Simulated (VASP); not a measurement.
VASP 6.6.1 run: CdSe

INCAR

```
IBRION = -1
SIGMA = 0.02
ISYM = 1
ISIF = 2
ENCUT = 520
NSW = 0
LASPH = .TRUE.
LWAVE = .FALSE.
NELM = 61
IMIX = 1
LCHARG = .FALSE.
EDIFF = 1E-7
NBANDS = 16
AMIX = 0.4
PREC = Accurate
METAGGA = RTPSS
ISMEAR = -1
LREAL = .FALSE.
```

KPOINTS

```
KPOINTS created by Atomic Simulation Environment
0
Gamma
8 8 8
0 0 0
```

POSCAR

```
Cd Se
 1.0000000000000000
     0.0000000000000000    2.9450697267999999    2.9450697267999999
     2.9450697267999999    0.0000000000000000    2.9450697267999999
     2.9450697267999999    2.9450697267999999    0.0000000000000000
 Cd  Se
   1   1
Cartesian
  0.0000000000000000  0.0000000000000000  0.0000000000000000
  1.4725348633999999  1.4725348633999999  1.4725348633999999
```

The recommended PBE PAW datasets give the neutral cell 18 valence electrons.

Command

```
mpirun -np 1 vasp_std
```

Q: Predict the outcome of this run.

A: It converged. Results: gap between bands v and c on the k mesh 0.96 eV; least direct gap on the k mesh 0.96 eV; pressure 8.6 GPa. Band v is the last that the valence electrons fill when counted band by band, and c is the next.

OSZICAR

```
N       E                     dE             d eps       ncg     rms          rms(c)
DAV:   1     0.125669258191E+03    0.12567E+03   -0.89534E+03   936   0.103E+03
DAV:   2     0.180620276468E+02   -0.10761E+03   -0.10184E+03  1120   0.252E+02
DAV:   3     0.145189000915E+02   -0.35431E+01   -0.35387E+01  1128   0.482E+01
DAV:   4     0.145079511069E+02   -0.10949E-01   -0.10949E-01  1128   0.275E+00
DAV:   5     0.145078947407E+02   -0.56366E-04   -0.56366E-04  1176   0.171E-01    0.866E+00
DAV:   6     0.186418008206E+02    0.41339E+01   -0.58119E+00   928   0.306E+01    0.744E+00
DAV:   7     0.187748769343E+02    0.13308E+00   -0.32378E-01  1048   0.517E+00    0.340E+00
DAV:   8     0.187808584272E+02    0.59815E-02   -0.38521E-02  1144   0.129E+00    0.192E+00
DAV:   9     0.187808005885E+02   -0.57839E-04   -0.41246E-03  1072   0.507E-01    0.112E+00
DAV:  10     0.187802766224E+02   -0.52397E-03   -0.77727E-04  1120   0.231E-01    0.661E-01
...
DAV:  17     0.187795181822E+02   -0.78873E-05   -0.26944E-06  1096   0.112E-02    0.168E-02
DAV:  18     0.187795139203E+02   -0.42619E-05   -0.15036E-06  1112   0.813E-03    0.100E-02
DAV:  19     0.187795116038E+02   -0.23165E-05   -0.84549E-07  1072   0.595E-03    0.605E-03
DAV:  20     0.187795103405E+02   -0.12633E-05   -0.47774E-07  1112   0.439E-03    0.370E-03
DAV:  21     0.187795096503E+02   -0.69028E-06   -0.27066E-07  1088   0.326E-03    0.231E-03
DAV:  22     0.187795092735E+02   -0.37676E-06   -0.15353E-07  1104   0.243E-03    0.148E-03
DAV:  23     0.187795090685E+02   -0.20502E-06   -0.86927E-08  1016   0.182E-03    0.976E-04
DAV:  24     0.187795089576E+02   -0.11087E-06   -0.49395E-08   896   0.141E-03    0.660E-04
DAV:  25     0.187795088981E+02   -0.59486E-07   -0.28927E-08   856   0.115E-03
   1 F= 0.18779509E+02 E0= 0.18779509E+02  d E =-.369046E-12
```

For comparison, a separate PBE run of the intended cell, on usual settings and not on those above, gives a gap of 0.81 eV on its mesh and a pressure of 10.2 GPa.
